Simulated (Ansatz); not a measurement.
Relaxed BaSnO₃ (cubic perovskite):

```
CELL_PARAMETERS angstrom
      4.13052     0.00000     0.00000
      0.00000     4.13052     0.00000
      0.00000     0.00000     4.13052
ATOMIC_POSITIONS crystal
  Ba 0.00000 0.00000 0.00000
  Sn 0.50000 0.50000 0.50000
  O  0.00000 0.50000 0.50000
  O  0.50000 0.50000 0.00000
  O  0.50000 0.00000 0.50000
```

In each cell atom 5 (O, nearest neighbour Sn at 2.065 Å; its periodic images, 4.1 Å or more away, move with it) moves by s·(1.000, 0.000, 0.000) (along Cartesian x), the rest being held.

The numbers are results of r2SCAN (plane waves to 500 eV, PAW, scalar-relativistic; Ansatz, a first-principles code), not measurements. k mesh 7×7×7 (Γ-centred), Fermi-Dirac smearing 0.05 eV. The energy includes the smearing's −TS. BaSnO3 was relaxed with its symmetry unable to fall. The PAW data are Ansatz's earlier set. ΔE is measured from the undisplaced structure.

```
s (Å)   ΔE (meV/cell)
------  -------------
-0.410            325
-0.328            201
-0.246            110
-0.164             48
-0.082             12
0.000               0
0.082              12
0.164              48
0.246             110
0.328             201
0.410             325
```

**Question.** What force constant k = d²E/ds² at s = 0 does the table give?

**Answer.** 3.5 eV/Å². It is the second difference of the nearest points, corrected with the next pair.

**Question.** With k = 3.47 eV/Å² from the forces, is the well harmonic out to s = 0.410 Å?

**Answer.** ½ks² = 292 meV/cell against the computed 325 meV/cell, so the well is stiffer than harmonic there.

(A displaced cell: forces are minus the slopes of the energy, force constants its curvatures, and phonons follow from these.)
